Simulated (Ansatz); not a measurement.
# Fe: the cost of one run

Program: Ansatz 0.2.0. Level of theory: DFT PBE, scalar-relativistic, plane waves, PAW. These are calculated values, not measurements.

3 further runs of the same task are left out: 3 that didn't finish.

### 1 Starting point

It takes space group P6_3/mmc (No. 194, hexagonal). The conventional cell has a = 2.461 Å, b = 2.461 Å, c = 3.887 Å, α = 90.00°, β = 90.00°, γ = 120.00°. Around Fe (site symmetry -6m2) lie 12 Fe at 2.41 to 2.46 Å.

Structure file:

```cif
data_structure
_symmetry_space_group_name_H-M 'P6_3/mmc'
_symmetry_Int_Tables_number 194
_cell_length_a 2.4610
_cell_length_b 2.4610
_cell_length_c 3.8875
_cell_angle_alpha 90.000
_cell_angle_beta 90.000
_cell_angle_gamma 120.000
_cell_volume 20.39
loop_
_atom_site_label
_atom_site_type_symbol
_atom_site_symmetry_multiplicity
_atom_site_Wyckoff_symbol
_atom_site_fract_x
_atom_site_fract_y
_atom_site_fract_z
_atom_site_occupancy
Fe1 Fe 2 c 0.33333 0.66667 0.25000 1
```

This cell comes from an earlier session at PBE: 10.195 Å³/atom at 0.00 GPa, on a 20×20×12 mesh.

### 2 Antiferromagnetic, in the cell as typed

input.yaml reads:

```yaml
crystal:
  lattice:
    - [2.4610419407, 0.0, 0.0]
    - [-1.2305209704, 2.1313248404, 0.0]
    - [0.0, 0.0, 3.8874735084]
  atoms:
    - { symbol: Fe, position: [0.3333333333, 0.6666666667, 0.25], spin: 2.5 }
    - { symbol: Fe, position: [0.6666666667, 0.3333333333, 0.75], spin: -2.5 }
basis:
  ecutwfc: 420
  ecutrho_ratio: 4
kpoints:
  mp_grid: { grid: [20, 20, 12] }
hamiltonian:
  xc: pbe
scf:
  occupations: { method: gaussian, width: 0.05 }
  lower_state_search: "off"
output:
  forces: true
  stress: true
  eigenvalues: true
  populations: true
magnetization:
  spin_polarized: true
```

The run is started by

```console
$ ansatz run input.yaml --threads 1 --pin off --max-ram 2560MiB --backend cpu --events-out ev --progress --plain --runs-dir out
```

**Question.** How long does this run take on 1 thread of Arm Neoverse V2, shared host, and how much memory does it need?

About 86 s, with a peak of 0.48 GiB.
